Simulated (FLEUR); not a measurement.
# Co (P6_3/mmc) in FLEUR: further runs

The runs below take Co through band structure, equation of state, with SCAN.

Program: FLEUR MaX-R8.1 (later development tree). These are calculated values, not measurements. Logs are shortened: lines on timing, memory, paths and dates and some standing lists are left out, and cuts for length are marked.

**1. Starting point**

Symmetry: P6_3/mmc, No. 194, hexagonal system. The conventional cell has a = 2.472 Å, b = 2.472 Å, c = 4.021 Å, α = 90.00°, β = 90.00°, γ = 120.00°. Co (site symmetry -6m2) is surrounded by 12 Co at 2.47 Å.

**2. Band structure, SCAN, collinear spin, ferromagnetic start**

Contents of inp.xml:

```xml
<?xml version="1.0" encoding="UTF-8" standalone="no"?>
<fleurInput fleurInputVersion="0.39">
   <comment>
      Co                                                                                                  
   </comment>
   <calculationSetup>
      <cutoffs Kmax="4.54" Gmax="14.1" GmaxXC="14.1" numbands="0"/>
      <scfLoop itmax="60" minDistance="0.00001" maxIterBroyd="15" imix="Anderson" alpha="0.05" precondParam="0.0" spinf="2.0" sdNocoIR="T"/>
      <coreElectrons ctail="F" frcor="F" kcrel="0" coretail_lmax="0"/>
      <xcFunctional name="LibXC" relativisticCorrections="F">
         <LibXCName exchange="mgga_x_scan" correlation="mgga_c_scan"/>
         <AuxGGA exchange="117" correlation="130"/>
      </xcFunctional>
      <magnetism jspins="2"/>
      <soc l_soc="F" theta="0.0" phi="0.0" spav="F"/>
      <expertModes spex="0" secvar="F"/>
      <geometryOptimization l_f="F" forcealpha="1.0" forcemix="BFGS" epsdisp="0.00001" epsforce="0.00001"/>
      <ldaU l_linMix="F" mixParam="0.05" spinf="1.0"/>
   </calculationSetup>
   <cell>
      <bzIntegration valenceElectrons="34.0" mode="hist" fermiSmearingEnergy="0.00183747">
         <kPointListSelection listName="default-1"/>
         <!-- k-points included here -->
         <xi:include xmlns:xi="http://www.w3.org/2001/XInclude" href="kpts.xml"> </xi:include>
      </bzIntegration>
      <!-- symmetry operations included here -->
      <xi:include xmlns:xi="http://www.w3.org/2001/XInclude" href="sym.xml"> </xi:include>
      <bulkLattice scale="1.0">
         <bravaisMatrix>
            <row-1>    4.6714027970857108     0.0000000000000000     0.0000000000000000</row-1>
            <row-2>   -2.3357013985428554     4.0455534935407949     0.0000000000000000</row-2>
            <row-3>    0.0000000000000000     0.0000000000000000     7.5988610187566321</row-3>
         </bravaisMatrix>
      </bulkLattice>
   </cell>
   <atomSpecies>
      <species name="Cobalt (Co2.000" element="Co" atomicNumber="27">
         <mtSphere radius="2.16" gridPoints="715" logIncrement="0.017"/>
         <atomicCutoffs lmax="9" lnonsphr="7"/>
         <electronConfig flipSpins="F">
            <coreConfig>(1s1/2) (2s1/2) (2p1/2) (2p3/2)</coreConfig>
            <valenceConfig>(3s1/2) (3p1/2) (3p3/2) (4s1/2) (3d3/2) (3d5/2)</valenceConfig>
            <stateOccupation state="(3d3/2)" spinUp="1.5" spinDown="1.3"/>
            <stateOccupation state="(3d5/2)" spinUp="3.0" spinDown="1.2"/>
         </electronConfig>
         <energyParameters s="4" p="4" d="3" f="4"/>
         <lo type="SCLO" l="0" n="3" eDeriv="0"/>
         <lo type="SCLO" l="1" n="3" eDeriv="0"/>
         <lo type="SCLO" l="1" n="3" eDeriv="1"/>
         <lo type="SCLO" l="2" n="3" eDeriv="2"/>
         <lo type="SCLO" l="3" n="4" eDeriv="2"/>
      </species>
   </atomSpecies>
   <atomGroups>
      <atomGroup species="Cobalt (Co2.000">
         <relPos label="                   1">-1.000/3.000 1.000/3.000 -1.000/4.000</relPos>
         <relPos label="                   2">1.000/3.000 -1.000/3.000 1.000/4.000</relPos>
         <force calculate="T" relaxXYZ="TTT"/>
      </atomGroup>
   </atomGroups>
   <output dos="F" band="F" slice="F">
      <checks vchk="F" cdinf="F"/>
      <bandDOS minEnergy="-.5*Htr" maxEnergy="0.5*Htr" sigma="0.015" storeEVData="T"/>
      <vacuumDOS vacdos="F" integ="F" star="F" nstars="0" locx1="0.0" locy1="0.0" locx2="0.0" locy2="0.0" nstm="0" tworkf="0.0"/>
      <unfoldingBand unfoldBand="F" supercellX="1" supercellY="1" supercellZ="1"/>
      <plotting iplot="0" polar="F">
         <plot TwoD="T" vec1="  1.0  0.0  0.0" vec2="  0.0  1.0  0.0" vec3="  0.0  0.0  1.0" zero="  0.0  0.0  0.0" file="plot"/>
      </plotting>
      <chargeDensitySlicing numkpt="0" minEigenval="0.0" maxEigenval="0.0" nnne="0" pallst="F"/>
      <specialOutput eonly="F"/>
      <moessbauerParams electricFieldGradient="T" isomerShift="T" coreHyperfine="T" valenceHyperfine="T"/>
      <magneticCircularDichroism mcd="F" energyLo="-10.0" energyUp="0.0"/>
   </output>
  <!-- We include the file relax.xml here to enable relaxations (see documentation) -->
  <xi:include xmlns:xi="http://www.w3.org/2001/XInclude" href="relax.xml"> <xi:fallback/> </xi:include>
</fleurInput>
```

Contents of crystal.txt:

```
Co
&input cartesian=F /
2.4719999032  0.0000000000  0.0000000000
-1.2359999516  2.1408147143  0.0000000000
0.0000000000  0.0000000000  4.0211440800
1.8897261246
1.0 1.0 1.0

2
27 0.6666666667  0.3333333333  0.7500000000 : 2.000
27 0.3333333333  0.6666666667  0.2500000000 : 2.000

&kpt div1=12 div2=12 div3=7 gamma=T /
```

Contents of inp.xml (bands):

```
<?xml version="1.0" encoding="UTF-8" standalone="no"?>
<fleurInput fleurInputVersion="0.39">
   <comment>
      Co                                                                                                  
   </comment>
   <calculationSetup>
      <cutoffs Kmax="4.54" Gmax="14.1" GmaxXC="14.1" numbands="0"/>
      <scfLoop itmax="60" minDistance="0.00001" maxIterBroyd="15" imix="Anderson" alpha="0.05" precondParam="0.0" spinf="2.0" sdNocoIR="T"/>
      <coreElectrons ctail="F" frcor="F" kcrel="0" coretail_lmax="0"/>
      <xcFunctional name="LibXC" relativisticCorrections="F">
         <LibXCName exchange="mgga_x_scan" correlation="mgga_c_scan"/>
         <AuxGGA exchange="117" correlation="130"/>
      </xcFunctional>
      <magnetism jspins="2"/>
      <soc l_soc="F" theta="0.0" phi="0.0" spav="F"/>
      <expertModes spex="0" secvar="F"/>
      <geometryOptimization l_f="F" forcealpha="1.0" forcemix="BFGS" epsdisp="0.00001" epsforce="0.00001"/>
      <ldaU l_linMix="F" mixParam="0.05" spinf="1.0"/>
   </calculationSetup>
   <cell>
      <bzIntegration valenceElectrons="34.0" mode="hist" fermiSmearingEnergy="0.00183747">
         <kPointListSelection listName="path-1"/>
         <!-- k-points included here -->
         <xi:include xmlns:xi="http://www.w3.org/2001/XInclude" href="kpts.xml"> </xi:include>
      </bzIntegration>
      <!-- symmetry operations included here -->
      <xi:include xmlns:xi="http://www.w3.org/2001/XInclude" href="sym.xml"> </xi:include>
      <bulkLattice scale="1.0">
         <bravaisMatrix>
            <row-1>    4.6714027970857108     0.0000000000000000     0.0000000000000000</row-1>
            <row-2>   -2.3357013985428554     4.0455534935407949     0.0000000000000000</row-2>
            <row-3>    0.0000000000000000     0.0000000000000000     7.5988610187566321</row-3>
         </bravaisMatrix>
      </bulkLattice>
   </cell>
   <atomSpecies>
      <species name="Cobalt (Co2.000" element="Co" atomicNumber="27">
         <mtSphere radius="2.16" gridPoints="715" logIncrement="0.017"/>
         <atomicCutoffs lmax="9" lnonsphr="7"/>
         <electronConfig flipSpins="F">
            <coreConfig>(1s1/2) (2s1/2) (2p1/2) (2p3/2)</coreConfig>
            <valenceConfig>(3s1/2) (3p1/2) (3p3/2) (4s1/2) (3d3/2) (3d5/2)</valenceConfig>
            <stateOccupation state="(3d3/2)" spinUp="1.5" spinDown="1.3"/>
            <stateOccupation state="(3d5/2)" spinUp="3.0" spinDown="1.2"/>
         </electronConfig>
         <energyParameters s="4" p="4" d="3" f="4"/>
         <lo type="SCLO" l="0" n="3" eDeriv="0"/>
         <lo type="SCLO" l="1" n="3" eDeriv="0"/>
         <lo type="SCLO" l="1" n="3" eDeriv="1"/>
         <lo type="SCLO" l="2" n="3" eDeriv="2"/>
         <lo type="SCLO" l="3" n="4" eDeriv="2"/>
      </species>
   </atomSpecies>
   <atomGroups>
      <atomGroup species="Cobalt (Co2.000">
         <relPos label="                   1">-1.000/3.000 1.000/3.000 -1.000/4.000</relPos>
         <relPos label="                   2">1.000/3.000 -1.000/3.000 1.000/4.000</relPos>
         <force calculate="T" relaxXYZ="TTT"/>
      </atomGroup>
   </atomGroups>
   <output dos="F" band="T" slice="F">
      <checks vchk="F" cdinf="F"/>
      <bandDOS minEnergy="-.5*Htr" maxEnergy="0.5*Htr" sigma="0.015" storeEVData="T"/>
      <vacuumDOS vacdos="F" integ="F" star="F" nstars="0" locx1="0.0" locy1="0.0" locx2="0.0" locy2="0.0" nstm="0" tworkf="0.0"/>
      <unfoldingBand unfoldBand="F" supercellX="1" supercellY="1" supercellZ="1"/>
      <plotting iplot="0" polar="F">
         <plot TwoD="T" vec1="  1.0  0.0  0.0" vec2="  0.0  1.0  0.0" vec3="  0.0  0.0  1.0" zero="  0.0  0.0  0.0" file="plot"/>
      </plotting>
      <chargeDensitySlicing numkpt="0" minEigenval="0.0" maxEigenval="0.0" nnne="0" pallst="F"/>
      <specialOutput eonly="F"/>
      <moessbauerParams electricFieldGradient="T" isomerShift="T" coreHyperfine="T" valenceHyperfine="T"/>
      <magneticCircularDichroism mcd="F" energyLo="-10.0" energyUp="0.0"/>
   </output>
  <!-- We include the file relax.xml here to enable relaxations (see documentation) -->
  <xi:include xmlns:xi="http://www.w3.org/2001/XInclude" href="relax.xml"> <xi:fallback/> </xi:include>
</fleurInput>
```

Potentials or basis: all-electron, FLAPW.

Launch:

```console
inpgen -f crystal.txt -profile fastHighL
# inp.xml edited to the form shown
fleur_MPI
fleur_MPI   # second run, on inp.xml (bands)
```

What it wrote:

```text
Welcome to FLEUR        (www.flapw.de)
      MaX-Release 8.1          (www.max-centre.eu)
 func_ids         267         263         267         263
 MetaGGA potential functional detected - V_tau will be computed
 Auxiliary Potential for radial basis: exchange=         117  correlation=         130
The functional 'SCAN exchange of Sun, Ruzsinszky, and Perdew' is an exchange functional, it belongs to the 'MGGA' family and is defined in the reference(s):
[1] J. Sun, A. Ruzsinszky, and J. P. Perdew.,  Phys. Rev. Lett. 115, 036402 (2015)
The functional 'SCAN correlation of Sun, Ruzsinszky, and Perdew' is a correlation functional, it belongs to the 'MGGA' family and is defined in the reference(s):
[1] J. Sun, A. Ruzsinszky, and J. P. Perdew.,  Phys. Rev. Lett. 115, 036402 (2015)
 Using same functional for VXC and EXC

 ========== k-point set info ==========
 Selected k-point list: default-1
 k-point list type: mesh
 12 x 12 x 7
 Number of k points: 76

 ------------Calculation Setup---------------------------
 Number of MPI-tasks      :            1
 Number of PE/node        :            1
 Number of OMP-threads    :            1
 Most efficient MPI parallelization for:
           1           2           4          19          38          76
 Additional eigenvalue parallelization possible
 Number of basis functions:          315
 Approximate size of matrices (H+S) per k-point:         0.001 GB
 --------------------------------------------------------
The functional 'Hammer, Hansen, and Norskov' is an exchange functional, it belongs to the 'GGA' family and is defined in the reference(s):
[1] B. Hammer, L. B. Hansen, and J. K. Nørskov.,  Phys. Rev. B 59, 7413 (1999)
The functional 'Perdew, Burke & Ernzerhof' is a correlation functional, it belongs to the 'GGA' family and is defined in the reference(s):
[1] J. P. Perdew, K. Burke, and M. Ernzerhof.,  Phys. Rev. Lett. 77, 3865 (1996)
[2] J. P. Perdew, K. Burke, and M. Ernzerhof.,  Phys. Rev. Lett. 78, 1396 (1997)
 Using same functional for VXC and EXC
 Using auxiliary GGA potential for the first iteration of MetaGGA calculation.
 Reset of history
 Reset of history
 Iteration:     1   Distance:      29.07062332 me/bohr^3
The functional 'Hammer, Hansen, and Norskov' is an exchange functional, it belongs to the 'GGA' family and is defined in the reference(s):
[1] B. Hammer, L. B. Hansen, and J. K. Nørskov.,  Phys. Rev. B 59, 7413 (1999)
The functional 'Perdew, Burke & Ernzerhof' is a correlation functional, it belongs to the 'GGA' family and is defined in the reference(s):
[1] J. P. Perdew, K. Burke, and M. Ernzerhof.,  Phys. Rev. Lett. 77, 3865 (1996)
[2] J. P. Perdew, K. Burke, and M. Ernzerhof.,  Phys. Rev. Lett. 78, 1396 (1997)
 Using same functional for VXC and EXC
 Iteration:     2   Distance:      27.91971835 me/bohr^3
The functional 'Hammer, Hansen, and Norskov' is an exchange functional, it belongs to the 'GGA' family and is defined in the reference(s):
[1] B. Hammer, L. B. Hansen, and J. K. Nørskov.,  Phys. Rev. B 59, 7413 (1999)
The functional 'Perdew, Burke & Ernzerhof' is a correlation functional, it belongs to the 'GGA' family and is defined in the reference(s):
[1] J. P. Perdew, K. Burke, and M. Ernzerhof.,  Phys. Rev. Lett. 77, 3865 (1996)
[2] J. P. Perdew, K. Burke, and M. Ernzerhof.,  Phys. Rev. Lett. 78, 1396 (1997)
 Using same functional for VXC and EXC
 Iteration:     3   Distance:      26.41735671 me/bohr^3
The functional 'Hammer, Hansen, and Norskov' is an exchange functional, it belongs to the 'GGA' family and is defined in the reference(s):
[1] B. Hammer, L. B. Hansen, and J. K. Nørskov.,  Phys. Rev. B 59, 7413 (1999)
The functional 'Perdew, Burke & Ernzerhof' is a correlation functional, it belongs to the 'GGA' family and is defined in the reference(s):
[1] J. P. Perdew, K. Burke, and M. Ernzerhof.,  Phys. Rev. Lett. 77, 3865 (1996)
[2] J. P. Perdew, K. Burke, and M. Ernzerhof.,  Phys. Rev. Lett. 78, 1396 (1997)
 Using same functional for VXC and EXC
 Iteration:     4   Distance:       6.88567020 me/bohr^3
The functional 'Hammer, Hansen, and Norskov' is an exchange functional, it belongs to the 'GGA' family and is defined in the reference(s):
[1] B. Hammer, L. B. Hansen, and J. K. Nørskov.,  Phys. Rev. B 59, 7413 (1999)
The functional 'Perdew, Burke & Ernzerhof' is a correlation functional, it belongs to the 'GGA' family and is defined in the reference(s):
[1] J. P. Perdew, K. Burke, and M. Ernzerhof.,  Phys. Rev. Lett. 77, 3865 (1996)
[2] J. P. Perdew, K. Burke, and M. Ernzerhof.,  Phys. Rev. Lett. 78, 1396 (1997)
 Using same functional for VXC and EXC
 Iteration:     5   Distance:       3.34193923 me/bohr^3
The functional 'Hammer, Hansen, and Norskov' is an exchange functional, it belongs to the 'GGA' family and is defined in the reference(s):
[... 102 lines left out ...]
 Using same functional for VXC and EXC
 Iteration:    20   Distance:       0.00011568 me/bohr^3
The functional 'Hammer, Hansen, and Norskov' is an exchange functional, it belongs to the 'GGA' family and is defined in the reference(s):
[1] B. Hammer, L. B. Hansen, and J. K. Nørskov.,  Phys. Rev. B 59, 7413 (1999)
The functional 'Perdew, Burke & Ernzerhof' is a correlation functional, it belongs to the 'GGA' family and is defined in the reference(s):
[1] J. P. Perdew, K. Burke, and M. Ernzerhof.,  Phys. Rev. Lett. 77, 3865 (1996)
[2] J. P. Perdew, K. Burke, and M. Ernzerhof.,  Phys. Rev. Lett. 78, 1396 (1997)
 Using same functional for VXC and EXC
 Iteration:    21   Distance:       0.00007188 me/bohr^3
The functional 'Hammer, Hansen, and Norskov' is an exchange functional, it belongs to the 'GGA' family and is defined in the reference(s):
[1] B. Hammer, L. B. Hansen, and J. K. Nørskov.,  Phys. Rev. B 59, 7413 (1999)
The functional 'Perdew, Burke & Ernzerhof' is a correlation functional, it belongs to the 'GGA' family and is defined in the reference(s):
[1] J. P. Perdew, K. Burke, and M. Ernzerhof.,  Phys. Rev. Lett. 77, 3865 (1996)
[2] J. P. Perdew, K. Burke, and M. Ernzerhof.,  Phys. Rev. Lett. 78, 1396 (1997)
 Using same functional for VXC and EXC
 Iteration:    22   Distance:       0.00001850 me/bohr^3
The functional 'Hammer, Hansen, and Norskov' is an exchange functional, it belongs to the 'GGA' family and is defined in the reference(s):
[1] B. Hammer, L. B. Hansen, and J. K. Nørskov.,  Phys. Rev. B 59, 7413 (1999)
The functional 'Perdew, Burke & Ernzerhof' is a correlation functional, it belongs to the 'GGA' family and is defined in the reference(s):
[1] J. P. Perdew, K. Burke, and M. Ernzerhof.,  Phys. Rev. Lett. 77, 3865 (1996)
[2] J. P. Perdew, K. Burke, and M. Ernzerhof.,  Phys. Rev. Lett. 78, 1396 (1997)
 Using same functional for VXC and EXC
 Iteration:    23   Distance:       0.00000472 me/bohr^3

 ********************************************************************
 Run finished successfully
 Stop message:
   all done
 ********************************************************************
```

Wall time 93 s (1 thread of Arm Neoverse V2, shared host); peak memory 0.12 GiB.

What came out:

```
Free energy                                           : -75852.8170 eV
Band gap along the path                               : none (metal or under the smearing width)
Net moment                                            : 3.58 μB per cell
Site moments                                          : Co +1.91 μB
Valence electrons inside the program's atomic spheres : Co 15.70 (radii Co 2.16 bohr)
```

Levels at the corners of the path, in eV from the Fermi level:
Spin up:
```csv
point,band 16,band 17,band 18,band 19,band 20,band 21,band 22,band 23
Γ,-2.78,-2.78,-1.67,-1.67,-0.49,6.16,22.54,25.54
M,-1.46,-1.45,-1.31,0.87,3.03,9.73,10.53,12.81
K,-1.69,-1.69,-1.68,4.30,5.19,5.19,12.63,13.28
Γ,-2.78,-2.78,-1.67,-1.67,-0.49,6.16,22.54,25.54
A,-3.48,-1.98,-1.98,-1.98,-1.98,15.19,15.19,23.28
L,-1.78,-1.37,-1.37,1.28,1.28,7.21,7.21,19.02
H,-2.72,-1.53,-1.53,5.57,5.57,7.24,7.24,9.71
A,-3.48,-1.98,-1.98,-1.98,-1.98,15.19,15.19,23.28
L,-1.78,-1.37,-1.37,1.28,1.28,7.21,7.21,19.02
M,-1.46,-1.45,-1.31,0.87,3.03,9.73,10.53,12.81
K,-1.69,-1.69,-1.68,4.30,5.19,5.19,12.63,13.28
H,-2.72,-1.53,-1.53,5.57,5.57,7.24,7.24,9.71
```
Spin down:
```csv
point,band 13,band 14,band 15,band 16,band 17,band 18
Γ,-0.91,-0.89,-0.51,-0.51,0.07,0.07
M,-1.02,-0.99,-0.65,1.51,1.69,1.70
K,-1.36,-1.36,-0.25,1.11,1.11,1.41
Γ,-0.91,-0.89,-0.51,-0.51,0.07,0.07
A,-0.96,-0.96,-0.96,-0.96,1.03,1.03
L,0.01,0.01,0.17,0.17,1.62,1.62
H,-1.94,-1.94,-0.02,-0.02,1.33,1.33
A,-0.96,-0.96,-0.96,-0.96,1.03,1.03
L,0.01,0.01,0.17,0.17,1.62,1.62
M,-1.02,-0.99,-0.65,1.51,1.69,1.70
K,-1.36,-1.36,-0.25,1.11,1.11,1.41
H,-1.94,-1.94,-0.02,-0.02,1.33,1.33
```

Core levels (eV from the Fermi level):
| atom | levels |
| --- | --- |
| 1 Co | 1s1/2 -7585.0, 2s1/2 -892.1, 2p1/2 -772.6, 2p3/2 -757.8 |
| 2 Co | 1s1/2 -7585.0, 2s1/2 -892.1, 2p1/2 -772.6, 2p3/2 -757.8 |

Caveat: the meta-GGA is that of a development version, with a GGA for the radial functions and cores and without core tails.

(Continued in part 2 of 2.)
